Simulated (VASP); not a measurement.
# ZnS (F-43m) in VASP: further runs

Runs on ZnS. Level: PBE. Tasks: dielectric tensor.

All numbers are computed with VASP 6.6.1; they aren't measurements. Logs are shortened: lines on timing, memory, paths and dates and some standing lists are left out, and cuts for length are marked.

## (1) Starting point

It takes space group F-43m (No. 216, cubic). The conventional cell has a = 5.404 Å, b = 5.404 Å, c = 5.404 Å, α = 90.00°, β = 90.00°, γ = 90.00°. Around Zn (site symmetry -43m) lie 4 S at 2.34 Å. S (site symmetry -43m) has 4 Zn at 2.34 Å as nearest neighbours.

## (2) Dielectric tensor, PBE

Contents of INCAR:

```
PREC     = Accurate       # precision mode
ENCUT    = 300            # plane-wave cutoff, eV
EDIFF    = 1E-8           # SCF threshold, eV
ISMEAR   = 0              # smearing method
SIGMA    = 0.01           # smearing width, eV
LREAL    = False          # projectors in reciprocal space
LASPH    = True           # aspherical terms in the spheres
NELM     = 100            # most SCF steps
ALGO     = Normal         # electronic algorithm
ISIF     = 2              # what is computed and relaxed
LWAVE    = False          # write WAVECAR
LCHARG   = False          # write CHGCAR
GGA      = PE             # functional
LEPSILON = True           # dielectric tensor by DFPT
```

Contents of KPOINTS:

```
regular mesh
0
Gamma
  5 5 5
```

Contents of POSCAR:

```
ZnS
1.0
    0.0000000000      2.7020000000      2.7020000000
    2.7020000000      0.0000000000      2.7020000000
    2.7020000000      2.7020000000      0.0000000000
Zn S
1 1
Direct
    0.7500000000      0.7500000000      0.7500000000
    0.0000000000      0.0000000000      0.0000000000
```

Potentials or basis: VASP PAW PBE potentials, release 64 (Zn, S).

Started as:

```
> cat potpaw_PBE.64/Zn/POTCAR potpaw_PBE.64/S/POTCAR > POTCAR
> mpirun -np 1 vasp_std > vasp.out
```

OUTCAR:

```text
PREC = Accurate
   ENCUT = 300
   EDIFF = 1E-8
   ISMEAR = 0
   LREAL = False
   LASPH = True
   NELM = 100
   ISIF = 2
   GGA = PE
   LEPSILON = True

 Found     10 irreducible k-points:

 Following reciprocal coordinates:
            Coordinates               Weight
  0.000000  0.000000  0.000000      1.000000
  0.200000  0.000000  0.000000      8.000000
  0.400000  0.000000  0.000000      8.000000
  0.200000  0.200000  0.000000      6.000000
  0.400000  0.200000  0.000000     24.000000
 -0.400000  0.200000  0.000000     24.000000
   k-points           NKPTS =     10   k-points in BZ     NKDIM =     10   number of bands    NBANDS=     13
   number of dos      NEDOS =    301   number of ions     NIONS =      2
   total plane-waves  NPLWV =  13824
   dimension x,y,z NGX =    24 NGY =   24 NGZ =   24
   dimension x,y,z NGXF=    48 NGYF=   48 NGZF=   48
   ions per type =               1   1
   NGX,Y,Z   is equivalent  to a cutoff of  10.44, 10.44, 10.44 a.u.
   NGXF,Y,Z  is equivalent  to a cutoff of  20.88, 20.88, 20.88 a.u.
 SYSTEM =  unknown system
   PREC   = accura    normal or accurate (medium, high low for compatibility)
   ISTART =      0    job   : 0-new  1-cont  2-samecut
   ICHARG =      2    charge: 1-file 2-atom 10-const
   ISPIN  =      1    spin polarized calculation?
   LNONCOLLINEAR =      F non collinear calculations
   LSORBIT =      F    spin-orbit coupling
   LASPH  =      T    aspherical Exc in radial PAW
   ENCUT  =  300.0 eV  22.05 Ry    4.70 a.u.   5.40  5.40  5.40*2*pi/ulx,y,z
   NELM   =    100;   NELMIN=  2; NELMDL= -5     # of ELM steps
   EDIFF  = 0.1E-07   stopping-criterion for ELM
   LREAL  =      F    real-space projection
   EDIFFG = 0.1E-06   stopping-criterion for IOM
   NSW    =      0    number of steps for IOM
   IBRION =     -1    ionic relax: 0-MD 1-quasi-New 2-CG
   NFREE  =      0    steps in history (QN), initial steepest desc. (CG)
   ISIF   =      2    stress and relaxation
   ISYM   =      2    0-nonsym 1-usesym 2-fastsym
   POTIM  = 0.5000    time-step for ionic-motion
   TEBEG  =    0.0;   TEEND  =   0.0 temperature during run
   PSTRESS=    0.0 pullay stress
   NELECT =      18.0000    total number of electrons
   NUPDOWN=      -1.0000    fix difference up-down
   EMIN   =  10.00;   EMAX   =-10.00  energy-range for DOS
   EFERMI =   0.00;   METHOD = LEGACY
   ISMEAR =     0;   SIGMA  =   0.01  broadening in eV -4-tet -1-fermi 0-gaus
   EFERMI_NEDOS =   21; number of points for ismear=-14 and -15
   IALGO  =     38    algorithm
   IMIX   =      4    mixing-type and parameters
     AMIX     =   0.40;   BMIX     =  1.00
     AMIX_MAG =   1.60;   BMIX_MAG =  1.00
  volume/ion in A,a.u.               =      19.73       133.12
[... 145 lines left out ...]
      4.05300      4.05300      4.05300         0.000000      0.000000      0.000000
      0.00000      0.00000      0.00000        -0.000000     -0.000000     -0.000000
 -----------------------------------------------------------------------------------
    total drift:                               -0.000001     -0.000001     -0.000002

  FREE ENERGIE OF THE ION-ELECTRON SYSTEM (eV)
  ---------------------------------------------------
  free  energy   TOTEN  =        -6.8324721999 eV

  energy  without entropy=       -6.8324721999  energy(sigma->0) =       -6.83247220

 HEAD OF MICROSCOPIC STATIC DIELECTRIC TENSOR (INDEPENDENT PARTICLE, excluding Hartree and local field effects)
 ------------------------------------------------------
           7.161413     0.000000     0.000000
           0.000000     7.161413     0.000000
          -0.000000    -0.000000     7.161413
 ------------------------------------------------------

 Free energy of the ion-electron system (eV)
  ---------------------------------------------------
  ---------------------------------------------------
  free energy    TOTEN  =        -0.68119240 eV

  energy without entropy =       -0.68119240

------------------------ aborting loop because EDIFF is reached ----------------------------------------

--------------------------------------- Ionic step        2  -------------------------------------------

------------------------ aborting loop because EDIFF is reached ----------------------------------------

--------------------------------------- Ionic step        3  -------------------------------------------

 Free energy of the ion-electron system (eV)
  ---------------------------------------------------
  ---------------------------------------------------
  free energy    TOTEN  =        -0.68119262 eV

  energy without entropy =       -0.68119262

------------------------ aborting loop because EDIFF is reached ----------------------------------------

 PIEZOELECTRIC TENSOR FIELD DIRECTION 3  (e Angst)
 -----------------------------------------------------------------------------
    -0.00001 -1.73861  0.00000           (  0.00000  0.03861  0.00000)
    -1.73861 -0.00001  0.00000           (  0.03861  0.00000  0.00000)
     0.00000  0.00000 -0.00192           (  0.00000  0.00000 -0.00000)

 PIEZOELECTRIC TENSOR FIELD DIRECTION 3  (C/m^2)
 -----------------------------------------------------------------------------
    -0.00000 -0.70604  0.00000
    -0.70604 -0.00000  0.00000
     0.00000  0.00000 -0.00078

 MACROSCOPIC STATIC DIELECTRIC TENSOR (including local field effects in DFT)
 ------------------------------------------------------
           6.798997     0.000000    -0.000000
           0.000000     6.798997     0.000000
          -0.000000    -0.000000     6.798997
 ------------------------------------------------------

 PIEZOELECTRIC TENSOR (including local field effects)  for field in x, y, z        (e  Angst)
          XX          YY          ZZ          XY          YZ          ZX
  --------------------------------------------------------------------------------
  x    -0.00000     0.00000    -0.00000     0.00000    -1.77814    -0.00000
  y     0.00000     0.00000    -0.00000     0.00000    -0.00000    -1.77814
  z     0.00000     0.00000    -0.00000    -1.77814     0.00000    -0.00000

 PIEZOELECTRIC TENSOR (including local field effects)  for field in x, y, z        (C/m^2)
          XX          YY          ZZ          XY          YZ          ZX
  --------------------------------------------------------------------------------
  x    -0.00000     0.00000    -0.00000     0.00000    -0.72209    -0.00000
  y     0.00000     0.00000    -0.00000     0.00000    -0.00000    -0.72209
  z     0.00000     0.00000    -0.00000    -0.72209     0.00000    -0.00000

 BORN EFFECTIVE CHARGES (including local field effects) (in |e|, cummulative output)
 ---------------------------------------------------------------------------------
 ion    1
    1     2.14478    -0.00000     0.00000
    2    -0.00000     2.14478    -0.00000
    3     0.00000     0.00000     2.14478
 ion    2
    1    -2.14478     0.00000     0.00000
    2     0.00000    -2.14478     0.00000
    3    -0.00000    -0.00000    -2.14478
```

OSZICAR:

```text
N       E                     dE             d eps       ncg     rms          rms(c)
DAV:   1     0.639290993990E+02    0.63929E+02   -0.63377E+03   260   0.108E+03
DAV:   2    -0.375755388504E+01   -0.67687E+02   -0.64777E+02   295   0.224E+02
[... 12 lines left out ...]
RMM:   7    -0.681072011510E+00   -0.93289E-03   -0.36777E-05  1194   0.360E-02    0.248E-03
RMM:   8    -0.681179697034E+00   -0.10769E-03   -0.37964E-06  1271   0.824E-03    0.152E-03
RMM:   9    -0.681182449659E+00   -0.27526E-05   -0.22619E-06  1209   0.328E-03    0.553E-04
RMM:  10    -0.681192277702E+00   -0.98280E-05   -0.12550E-06  1284   0.832E-04    0.213E-04
RMM:  11    -0.681195120287E+00   -0.28426E-05   -0.29811E-07  1148   0.340E-04    0.105E-04
RMM:  12    -0.681192385247E+00    0.27350E-05    0.25227E-07  1049   0.192E-04    0.134E-05
RMM:  13    -0.681192621987E+00   -0.23674E-06   -0.90889E-08   667   0.681E-05    0.508E-06
```

Wall time 31 s (1 thread of Intel Xeon Platinum 8488C (Sapphire Rapids), shared host); peak memory 0.14 GiB.

These settings aren't checked as converged: the numbers below hold their error.

Results:

| Property | Result |
| --- | --- |
| Band gap on the k mesh | 2.10 eV, direct |
| Electronic dielectric tensor (diagonal) | 6.80 |
| Born charges (mean of the diagonal) | Zn +2.14; S -2.14 e |

## (3) Dielectric tensor, PBE

INCAR, as its differences from that of step 2:

```diff
@@ -1,3 +1,3 @@
 PREC     = Accurate       # precision mode
-ENCUT    = 300            # plane-wave cutoff, eV
+ENCUT    = 400            # plane-wave cutoff, eV
 EDIFF    = 1E-8           # SCF threshold, eV
```

KPOINTS is that of step 2.

POSCAR is that of step 2.

Potentials or basis: VASP PAW PBE potentials, release 64 (Zn, S).

Started as:

```
> cat potpaw_PBE.64/Zn/POTCAR potpaw_PBE.64/S/POTCAR > POTCAR
> mpirun -np 1 vasp_std > vasp.out
```

OUTCAR:

```text
PREC = Accurate
   ENCUT = 400
   EDIFF = 1E-8
   ISMEAR = 0
   LREAL = False
   LASPH = True
   NELM = 100
   ISIF = 2
   GGA = PE
   LEPSILON = True

 Found     10 irreducible k-points:

 Following reciprocal coordinates:
            Coordinates               Weight
  0.000000  0.000000  0.000000      1.000000
  0.200000  0.000000  0.000000      8.000000
  0.400000  0.000000  0.000000      8.000000
  0.200000  0.200000  0.000000      6.000000
  0.400000  0.200000  0.000000     24.000000
 -0.400000  0.200000  0.000000     24.000000
   k-points           NKPTS =     10   k-points in BZ     NKDIM =     10   number of bands    NBANDS=     13
   number of dos      NEDOS =    301   number of ions     NIONS =      2
   total plane-waves  NPLWV =  21952
   dimension x,y,z NGX =    28 NGY =   28 NGZ =   28
   dimension x,y,z NGXF=    56 NGYF=   56 NGZF=   56
   ions per type =               1   1
   NGX,Y,Z   is equivalent  to a cutoff of  12.18, 12.18, 12.18 a.u.
   NGXF,Y,Z  is equivalent  to a cutoff of  24.36, 24.36, 24.36 a.u.
 SYSTEM =  unknown system
   PREC   = accura    normal or accurate (medium, high low for compatibility)
   ISTART =      0    job   : 0-new  1-cont  2-samecut
   ICHARG =      2    charge: 1-file 2-atom 10-const
   ISPIN  =      1    spin polarized calculation?
   LNONCOLLINEAR =      F non collinear calculations
   LSORBIT =      F    spin-orbit coupling
   LASPH  =      T    aspherical Exc in radial PAW
   ENCUT  =  400.0 eV  29.40 Ry    5.42 a.u.   6.23  6.23  6.23*2*pi/ulx,y,z
   NELM   =    100;   NELMIN=  2; NELMDL= -5     # of ELM steps
   EDIFF  = 0.1E-07   stopping-criterion for ELM
   LREAL  =      F    real-space projection
   EDIFFG = 0.1E-06   stopping-criterion for IOM
   NSW    =      0    number of steps for IOM
   IBRION =     -1    ionic relax: 0-MD 1-quasi-New 2-CG
   NFREE  =      0    steps in history (QN), initial steepest desc. (CG)
   ISIF   =      2    stress and relaxation
   ISYM   =      2    0-nonsym 1-usesym 2-fastsym
   POTIM  = 0.5000    time-step for ionic-motion
   TEBEG  =    0.0;   TEEND  =   0.0 temperature during run
   PSTRESS=    0.0 pullay stress
[... 171 lines left out ...]
           0.000000    -0.000000     7.159205
 ------------------------------------------------------

 Free energy of the ion-electron system (eV)
  ---------------------------------------------------
  ---------------------------------------------------
  free energy    TOTEN  =        -0.68118916 eV

  energy without entropy =       -0.68118916

------------------------ aborting loop because EDIFF is reached ----------------------------------------

--------------------------------------- Ionic step        2  -------------------------------------------

------------------------ aborting loop because EDIFF is reached ----------------------------------------

--------------------------------------- Ionic step        3  -------------------------------------------

 Free energy of the ion-electron system (eV)
  ---------------------------------------------------
  ---------------------------------------------------
  free energy    TOTEN  =        -0.68118938 eV

  energy without entropy =       -0.68118938

------------------------ aborting loop because EDIFF is reached ----------------------------------------

 PIEZOELECTRIC TENSOR FIELD DIRECTION 3  (e Angst)
 -----------------------------------------------------------------------------
     0.00009 -1.73981  0.00000           (  0.00000  0.03897  0.00000)
    -1.73981  0.00009  0.00000           (  0.03897  0.00000  0.00000)
     0.00000  0.00000 -0.00210           (  0.00000  0.00000 -0.00000)

 PIEZOELECTRIC TENSOR FIELD DIRECTION 3  (C/m^2)
 -----------------------------------------------------------------------------
     0.00004 -0.70652  0.00000
    -0.70652  0.00004  0.00000
     0.00000  0.00000 -0.00085

 MACROSCOPIC STATIC DIELECTRIC TENSOR (including local field effects in DFT)
 ------------------------------------------------------
           6.795041     0.000000     0.000000
           0.000000     6.795041     0.000000
          -0.000000     0.000000     6.795041
 ------------------------------------------------------

 PIEZOELECTRIC TENSOR (including local field effects)  for field in x, y, z        (e  Angst)
          XX          YY          ZZ          XY          YZ          ZX
  --------------------------------------------------------------------------------
  x    -0.00000     0.00000    -0.00000     0.00000    -1.77931    -0.00000
  y     0.00000     0.00000     0.00000     0.00000    -0.00000    -1.77931
  z     0.00000    -0.00000    -0.00000    -1.77931     0.00000     0.00000

 PIEZOELECTRIC TENSOR (including local field effects)  for field in x, y, z        (C/m^2)
          XX          YY          ZZ          XY          YZ          ZX
  --------------------------------------------------------------------------------
  x    -0.00000     0.00000    -0.00000     0.00000    -0.72257    -0.00000
  y     0.00000     0.00000     0.00000     0.00000    -0.00000    -0.72257
  z     0.00000    -0.00000    -0.00000    -0.72257     0.00000     0.00000

 BORN EFFECTIVE CHARGES (including local field effects) (in |e|, cummulative output)
 ---------------------------------------------------------------------------------
 ion    1
    1     2.14771    -0.00000     0.00000
    2     0.00000     2.14771    -0.00000
    3     0.00000     0.00000     2.14771
 ion    2
    1    -2.14771     0.00000    -0.00000
    2    -0.00000    -2.14771     0.00000
    3     0.00000    -0.00000    -2.14771
```

OSZICAR:

```text
N       E                     dE             d eps       ncg     rms          rms(c)
DAV:   1     0.773167489441E+02    0.77317E+02   -0.74208E+03   260   0.136E+03
DAV:   2    -0.237478401348E+01   -0.79692E+02   -0.76329E+02   305   0.254E+02
DAV:   3    -0.721081691551E+01   -0.48360E+01   -0.48183E+01   300   0.641E+01
[... 12 lines left out ...]
RMM:   8    -0.681182145594E+00   -0.93507E-04   -0.43978E-06  1280   0.933E-03    0.169E-03
RMM:   9    -0.681178705128E+00    0.34405E-05   -0.13480E-06  1235   0.363E-03    0.600E-04
RMM:  10    -0.681189076570E+00   -0.10371E-04    0.76734E-08  1281   0.906E-04    0.230E-04
RMM:  11    -0.681191638882E+00   -0.25623E-05   -0.17087E-07  1126   0.377E-04    0.932E-05
RMM:  12    -0.681189210444E+00    0.24284E-05    0.12364E-07  1058   0.204E-04    0.137E-05
RMM:  13    -0.681189379253E+00   -0.16881E-06   -0.27915E-08   661   0.764E-05    0.524E-06
```

stdout:

```text
POSCAR found type information on POSCAR ZnS
 POSCAR found :  2 types and       2 ions
 scaLAPACK will be used
 LDA part: xc-table for (Slater+PW92), standard interpolation
 POSCAR, INCAR and KPOINTS ok, starting setup
 FFT: planning ... GRIDC
 FFT: planning ... GRID_SOFT
 FFT: planning ... GRID
 WAVECAR not read
 entering main loop
 Linear response reoptimize wavefunctions to high precision
 Linear response G [H, r] |phi>, progress :
  Direction:   1
 Linear response G [H, r] |phi>, progress :
  Direction:   2
 Linear response G [H, r] |phi>, progress :
  Direction:   3
 Linear response to external field (no local field effect), progress :
  Direction:   1
 dielectric tensor                  component  1 :     8.159     3.028     0.908
 Linear response to external field (no local field effect), progress :
  Direction:   2
 dielectric tensor                  component  2 :     3.029     8.208    -0.988
 Linear response to external field (no local field effect), progress :
  Direction:   3
 dielectric tensor                  component  3 :     0.907    -0.987     5.111
 Linear response to external field, progress :
  Direction:   1
 dielectric tensor                  component  1 :     6.795     1.743     0.495
 Linear response to external field, progress :
  Direction:   2
 dielectric tensor                  component  2 :     1.741     6.795     0.406
 Linear response to external field, progress :
  Direction:   3
 dielectric tensor                  component  3 :     1.221     1.017     6.795
 Born effective charges drift removed
```

Run time: 56 s. Hardware: 1 thread of Intel Xeon Platinum 8488C (Sapphire Rapids), shared host; peak memory 0.17 GiB.

The run converged, but some of its settings lie outside the range that counts as converged, so its numbers aren't taken as properties of the crystal.

What came out:

- Band gap on the k mesh: 2.11 eV, direct
- Electronic dielectric tensor (diagonal): 6.80
- Born charges (mean of the diagonal): Zn +2.15; S -2.15 e

(Continued in part 2 of 2.)
